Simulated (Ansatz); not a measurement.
# Cl (sc type): how the settings move a single-point run

Aim: see which settings change the result for Cl (sc type), by how much, and at what cost.

Method: reference: DFT, PBE, PAW with Ansatz's default frozen-core files, scalar-relativistic, in Ansatz 0.2.0.

## (1) The system as given

The structure is cubic, space group Pm-3m (No. 221). The conventional cell has a = 2.716 Å, b = 2.716 Å, c = 2.716 Å, α = 90.00°, β = 90.00°, γ = 90.00°. Cl (site symmetry m-3m) is surrounded by 6 Cl at 2.72 Å.

Structure file:

```
Cl
1.0
     2.71572    0.00000    0.00000
     0.00000    2.71572    0.00000
     0.00000    0.00000    2.71572
Cl
1
Direct
  0.00000 0.00000 0.00000
```

## (2) Reference

input.yaml reads:

```yaml
crystal:
  lattice:
    - [2.7157174174, 0.0, 0.0]
    - [0.0, 2.7157174174, 0.0]
    - [0.0, 0.0, 2.7157174174]
  atoms:
    - { symbol: Cl, position: [0.0, 0.0, 0.0] }
kpoints:
  mp_grid: { grid: [15, 15, 15] }
scf:
  occupations: { method: fermi_dirac, width: 0.1 }
hamiltonian:
  xc: pbe
  pseudopotentials: { kind: paw }
output:
  forces: true
  stress: true
  eigenvalues: true
  populations: true
  write_density: true
  write_potential: true
  elf: true
  volumetric_format: npy
```

The run is started by

```console
$ ansatz run input.yaml --threads 1 --pin off --max-ram 2048MiB --backend cpu --events-out ev --progress --plain --runs-dir out
```

## (3) Changed: dr2_threshold 1.0e-11, xc_grid 1

Edit input.yaml of step 2 so:

```diff
@@ -11,2 +11,3 @@
   occupations: { method: fermi_dirac, width: 0.1 }
+  convergence: { dr2_threshold: 1.0e-11 }
 hamiltonian:
@@ -19,5 +20,3 @@
   populations: true
-  write_density: true
-  write_potential: true
-  elf: true
-  volumetric_format: npy
+basis:
+  xc_grid: 1
```

What does the calculation give? Wanted: for each run, ending; energy change; pressure; gap; force.

The runs gave:

| run | ending | energy change | pressure (GPa) | gap (eV) | force (eV/Å) | cycles | time |
| --- | --- | --- | --- | --- | --- | --- | --- |
| reference | converged | 0 | 8.2 | 0.00 | 0.00 | 6 | 1.6 s |
| 1: dr2_threshold 1.0e-11, xc_grid 1 | converged | 0.0 meV/atom | 8.2 | 0.00 | 0.00 | 8 | 1.6 s |

Times don't compare one to one where runs were asked for different outputs or read a saved state (see the inputs); cycles may leave out searches for a lower state.

Residual by cycle in the longest SCF loop of each run; runs are numbered as in the table. The quantity is the density residual dr2, in eV.

| cycle | reference | run 1 |
| --- | --- | --- |
| 1 | 8.6e-5 | 8.6e-5 |
| 2 | 5.6e-5 | 5.6e-5 |
| 3 | 5.0e-6 | 5.0e-6 |
| 4 | 2.2e-6 | 2.2e-6 |
| 5 | 2.5e-7 | 2.4e-7 |
| 6 | 5.4e-9 | 5.4e-9 |
| 7 | - | 3.5e-11 |
| 8 | - | 6.2e-13 |

Changing the convergence setting and numerical grids leaves the energy as it was (0.0 meV/atom).
